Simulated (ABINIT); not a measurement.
# NaCl (Fm-3m): G0W0 in ABINIT against the k mesh

Aim: move the k mesh of a G0W0 run on NaCl (Fm-3m) over a wide range.

Method: PBE and many-body steps on it, plane waves, in ABINIT 10.8.3.

Most raw output is cut from this account.

The database entry behind the starting cell differs from later determinations by our own check (an axis about 0.4 % short against later determinations), so it need not match the best structure at ambient conditions.

**1. Starting point**

It takes space group Fm-3m (No. 225, cubic). The conventional cell has a = 5.620 Å, b = 5.620 Å, c = 5.620 Å, α = 90.00°, β = 90.00°, γ = 90.00°. Nearest to Na lie 6 Cl at 2.81 Å. Nearest to Cl lie 6 Na at 2.81 Å. Farther neighbours and most contacts between anions are not listed.

The cell and positions come from the Crystallography Open Database and are kept as given unless a step says otherwise.

**2. Empty states on the mesh, 4×4×4 mesh, 88 bands**

This step: ABINIT 10.8.3; DFT, PBE, plane waves, norm-conserving pseudopotentials.

The sums over transitions need many empty states on a uniform mesh; this step solves for them.

Contents of run.abi:

```
acell 3*1.0 Angstrom
rprim 
  0.000000000000 2.810000000000 2.810000000000
  2.810000000000 0.000000000000 2.810000000000
  2.810000000000 2.810000000000 0.000000000000
ntypat 2
znucl 11 17
natom 2
typat 1 2
xred 
  0.000000000000 0.000000000000 0.000000000000
  0.500000000000 0.500000000000 0.500000000000
pp_dirpath "pseudos"
pseudos "Na.upf, Cl.upf"
ecut 38
ngkpt 4 4 4
nshiftk 1
shiftk 0 0 0
kptopt 1
chksymbreak 0
iscf -2
irdden 1
istwfk *1
nband 88
nbdbuf 8
tolwfr 1e-09
nstep 60
prtvol 0
indata_prefix "in"
outdata_prefix "out"
tmpdata_prefix "tmp"
```

Started as:

```
> OMP_NUM_THREADS=1 mpirun -n 4 abinit run.abi > log
```

Wall time 42 s (4 MPI ranks of Arm Neoverse N1, shared host); peak memory 0.3 GiB.

This step gave:

```
gap                                                           : 5.150 eV
k of the valence top                                          : 0, 0, 0
k of the conduction bottom                                    : 0, 0, 0
least direct gap                                              : 5.150 eV
k points computed                                             : 8
lowest point of the top converged band, above the valence top : 76.1511 eV
```

On this mesh the gap is 5.150 eV.

The density comes from a self-consistent run that is not shown.

**3. Empty states on the mesh, 2×2×2 mesh, 30 bands**

Changes to run.abi since step 2:

```diff
@@ -15,3 +15,3 @@
 ecut 38
-ngkpt 4 4 4
+ngkpt 2 2 2
 nshiftk 1
@@ -23,4 +23,4 @@
 istwfk *1
-nband 88
-nbdbuf 8
+nband 30
+nbdbuf 4
 tolwfr 1e-09
```

It took 7.5 s on 4 MPI ranks; peak memory 0.26 GiB; 21 s of CPU time.

This step gave:

```yaml
gap: 5.150 eV
k_of_the_valence_top: 0, 0, 0
k_of_the_conduction_bottom: 0, 0, 0
least_direct_gap: 5.150 eV
k_points_computed: 3
lowest_point_of_the_top_converged_band_above_the_valence_top: 27.90 eV
```

On this mesh the gap is 5.150 eV.

**4. Empty states on the mesh, 6×6×6 mesh, 30 bands**

Changes to run.abi since step 3:

```diff
@@ -15,3 +15,3 @@
 ecut 38
-ngkpt 2 2 2
+ngkpt 6 6 6
 nshiftk 1
```

Elapsed: 19 s, on 4 MPI ranks; peak memory 0.28 GiB; 67 s of CPU time.

This step gave:

* gap: 5.150 eV
* k of the valence top: 0, 0, 0
* k of the conduction bottom: 0, 0, 0
* least direct gap: 5.150 eV
* k points computed: 16
* lowest point of the top converged band, above the valence top: 27.90 eV

On this mesh the gap is 5.150 eV.

**5. Screening, 2×2×2 mesh, 26 bands, screening to 106.1 eV**

The RPA dielectric matrix is built and inverted for each q.

This step: RPA screening on PBE, plane waves, norm-conserving pseudopotentials.

Changes to run.abi since step 4:

```diff
@@ -15,3 +15,3 @@
 ecut 38
-ngkpt 6 6 6
+ngkpt 2 2 2
 nshiftk 1
@@ -20,10 +20,11 @@
 chksymbreak 0
-iscf -2
-irdden 1
 istwfk *1
-nband 30
-nbdbuf 4
-tolwfr 1e-09
-nstep 60
-prtvol 0
+occopt 1
+irdwfk 1
+optdriver 3
+nband 26
+ecuteps 3.9
+inclvkb 2
+awtr 1
+symchi 1
 indata_prefix "in"
```

Run time: 5.6 s. Hardware: 4 MPI ranks; peak memory 0.19 GiB.

Numbers from this step:

* ε∞ with local fields, on this mesh, along the program's q direction: 3.020
* the same without local fields: 3.498
* plasma frequency: 22.30 eV
* plane waves in the screening matrix: 113

Local fields lower ε∞ by 14 %. On a Γ-centred mesh this coarse the value itself is usually too large, while a short band sum pulls it down.

**6. 2×2×2**

This step: G0W0 on PBE, plane waves, norm-conserving pseudopotentials.

Changes to run.abi since step 5:

```diff
@@ -23,8 +23,15 @@
 irdwfk 1
-optdriver 3
+optdriver 4
 nband 26
+gwcalctyp 0
+ecutsigx 38
+symsigma 1
+nkptgw 1
+kptgw 
+  0.0000000000 0.0000000000 0.0000000000
+bdgw 
+  6 12
 ecuteps 3.9
-inclvkb 2
-awtr 1
-symchi 1
+irdscr 1
+ppmodel 1
 indata_prefix "in"
```

The job ended after 5.6 s (4 MPI ranks; peak memory 0.19 GiB).

This step gave:

```yaml
g0w0_gap_on_the_points_computed: 7.603 eV
starting_gap_on_the_mesh: 5.150 eV
k_of_the_valence_top: 0, 0, 0
k_of_the_conduction_bottom: 0, 0, 0
z_at_the_valence_top: 0.817
z_at_the_conduction_bottom: 0.862
least_direct_g0w0_gap_on_the_computed_points: 7.603 eV
```

**7. Screening, 4×4×4 mesh, 26 bands, screening to 106.1 eV**

This step: RPA screening on PBE, plane waves, norm-conserving pseudopotentials.

Changes to run.abi since step 6:

```diff
@@ -15,3 +15,3 @@
 ecut 38
-ngkpt 2 2 2
+ngkpt 4 4 4
 nshiftk 1
@@ -23,15 +23,8 @@
 irdwfk 1
-optdriver 4
+optdriver 3
 nband 26
-gwcalctyp 0
-ecutsigx 38
-symsigma 1
-nkptgw 1
-kptgw 
-  0.0000000000 0.0000000000 0.0000000000
-bdgw 
-  6 12
 ecuteps 3.9
-irdscr 1
-ppmodel 1
+inclvkb 2
+awtr 1
+symchi 1
 indata_prefix "in"
```

Run time: 16 s. Hardware: 4 MPI ranks; peak memory 0.47 GiB.

This step gave:

```
ε∞ with local fields, on this mesh, along the program's q direction : 2.353
the same without local fields                                       : 2.771
plasma frequency                                                    : 22.30 eV
plane waves in the screening matrix                                 : 113
```

**8. 4×4×4**

The self-energy is evaluated for the states that the input lists, and the levels follow from it, in one-shot runs by the linearised quasiparticle equation.

This step: G0W0 on PBE, plane waves, norm-conserving pseudopotentials.

Changes to run.abi since step 7:

```diff
@@ -23,8 +23,15 @@
 irdwfk 1
-optdriver 3
+optdriver 4
 nband 26
+gwcalctyp 0
+ecutsigx 38
+symsigma 1
+nkptgw 1
+kptgw 
+  0.0000000000 0.0000000000 0.0000000000
+bdgw 
+  6 12
 ecuteps 3.9
-inclvkb 2
-awtr 1
-symchi 1
+irdscr 1
+ppmodel 1
 indata_prefix "in"
```

It took 6.3 s on 4 MPI ranks; peak memory 0.52 GiB; 18 s of CPU time.

This step gave:

- G0W0 gap on the points computed: 7.919 eV
- starting gap on the mesh: 5.150 eV
- k of the valence top: 0, 0, 0
- k of the conduction bottom: 0, 0, 0
- Z at the valence top: 0.816
- Z at the conduction bottom: 0.869
- least direct G0W0 gap on the computed points: 7.919 eV

The gap on the mesh goes from 5.15 eV to 7.92 eV, a correction of +2.77 eV.

**9. Screening, 6×6×6 mesh, 26 bands, screening to 106.1 eV**

This step: RPA screening on PBE, plane waves, norm-conserving pseudopotentials.

Changes to run.abi since step 8:

```diff
@@ -15,3 +15,3 @@
 ecut 38
-ngkpt 4 4 4
+ngkpt 6 6 6
 nshiftk 1
@@ -23,15 +23,8 @@
 irdwfk 1
-optdriver 4
+optdriver 3
 nband 26
-gwcalctyp 0
-ecutsigx 38
-symsigma 1
-nkptgw 1
-kptgw 
-  0.0000000000 0.0000000000 0.0000000000
-bdgw 
-  6 12
 ecuteps 3.9
-irdscr 1
-ppmodel 1
+inclvkb 2
+awtr 1
+symchi 1
 indata_prefix "in"
```

Wall time 83 s (4 MPI ranks); peak memory 0.66 GiB; 4.9 min of CPU time.

Numbers from this step:

```yaml
eps_infinity_with_local_fields_on_this_mesh_along_the_program_s_q_direction: 2.320
the_same_without_local_fields: 2.737
plasma_frequency: 22.30 eV
plane_waves_in_the_screening_matrix: 113
```

**10. 6×6×6**

This step: G0W0 on PBE, plane waves, norm-conserving pseudopotentials.

Changes to run.abi since step 9:

```diff
@@ -23,8 +23,15 @@
 irdwfk 1
-optdriver 3
+optdriver 4
 nband 26
+gwcalctyp 0
+ecutsigx 38
+symsigma 1
+nkptgw 1
+kptgw 
+  0.0000000000 0.0000000000 0.0000000000
+bdgw 
+  6 12
 ecuteps 3.9
-inclvkb 2
-awtr 1
-symchi 1
+irdscr 1
+ppmodel 1
 indata_prefix "in"
```

Wall time 7.6 s (4 MPI ranks); peak memory 0.65 GiB.

Numbers from this step:

```
G0W0 gap on the points computed              : 7.924 eV
starting gap on the mesh                     : 5.150 eV
k of the valence top                         : 0, 0, 0
k of the conduction bottom                   : 0, 0, 0
least direct G0W0 gap on the computed points : 7.924 eV
```

Against the run before, the gap moves by +0.005 eV.

**11. Side by side**

Times are wall times on 4 MPI ranks of Arm Neoverse N1, shared host. The host was busy with other work, so they are no guide to cost. A run's time includes the screening step that it read.

| run | mesh | bands | screening cutoff (eV) | DFT gap (eV) | gap on the mesh (eV) | direct (eV) | ε∞ used | time |
| --- | --- | --- | --- | --- | --- | --- | --- | --- |
| 2×2×2 | 2×2×2 | 26 | 106.1 | 5.150 | 7.603 | 7.603 | 3.02 | 11 s |
| 4×4×4 | 4×4×4 | 26 | 106.1 | 5.150 | 7.919 | 7.919 | 2.35 | 22 s |
| 6×6×6 | 6×6×6 | 26 | 106.1 | 5.150 | 7.924 | 7.924 | 2.32 | 90 s |

**12. Results**

```json
{
 "2×2×2": "7.603 eV",
 "4×4×4": "7.919 eV",
 "6×6×6": "7.924 eV",
 "known limits": "not at the basis limit; coarse k mesh"
}
```

In words: The setting moved: k mesh. From 2×2×2 to 6×6×6 the gap moves by +0.32 eV, for 8.1 times the time. It holds to 0.03 eV from 4×4×4 on. Bands and screening cutoff are coupled, so a series along one setting does not show full convergence. Bands and cutoff are finite, so the gap is not at the basis limit. The miss can reach some tenths of an eV and take either sign; the mesh is an error of its own. In the G0W0 runs levels were corrected at 1 k point alone, so a gap called «on the mesh» is the least over those, and an edge elsewhere would be missed. The 2×2×2 mesh is coarse for this cell, which bears on the long-range parts of exchange and screening.

[Paths, hosts, dates, memory and timing lines, banners, echoed tables and standing remarks are left out of the program output.]

[Logs are printed without paths, hosts, clocks, repeated set-up lines and the standing remarks that a program may print on its own settings, such as how far it seeks lower states.]

[Runs of the session that timed out or met a known fault of the program may be left out.]

[Hosts, paths, dates, database ids (printed as entryN), source tags and the programs' standing remarks are cut or masked in the printed files.]

[G0W0 gaps are taken among the corrected bands and points alone; a level outside them can change the order at an edge.]

[Where Ansatz stands beside ABINIT at settings called matched, ABINIT's density can come from a denser mesh and the files from another edition; pairs whose starting gaps differed by over 0.03 eV were left out, so agreement reads better than it is.]
